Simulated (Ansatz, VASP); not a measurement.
## One calculation of TaN, two programs

```
Ta N
1.0
     3.00878    0.00000    0.00000
    -1.50439    2.60568    0.00000
     0.00000    0.00000    4.87324
Ta N
2 2
Cartesian
  0.0000 1.7371 0.0000
  1.5044 0.8686 2.4366
  0.0000 1.7371 1.8762
  1.5044 0.8686 4.3128
```

Alike in both runs: task single point; functional PBE; k mesh 10 × 10 × 6; occupations fermi-dirac, width 0.05 eV; no spin polarisation.

|  | VASP | Ansatz |
| --- | --- | --- |
| version | VASP 6.6.1 | Ansatz 0.2.0 |
| potentials or method | VASP PAW PBE potentials, release 64 (Ta_pv, N) | Ansatz PAW |
| plane-wave cutoff (eV) | 520 | 420 |
| valence electrons in the cell | 32 | 36 |

|  | VASP | Ansatz | Ansatz less VASP |
| --- | --- | --- | --- |
| gap on the k mesh at the Fermi level (eV) | none | none | - |
| rms of the force components (eV/Å) | 1.498 | 1.468 | -0.0293 |

Atom by atom the forces differ by 0.029 eV/Å (rms over components). A gap of «none» marks a metal or a gap that the smearing closes. The two sets of potentials don't hold the same shells in valence.

Caveats: forces of over 1 eV/Å show positions far from the minimum, so gaps and moduli don't describe the material at rest. The runs have no spin-orbit coupling, so splittings on Ta are missing.
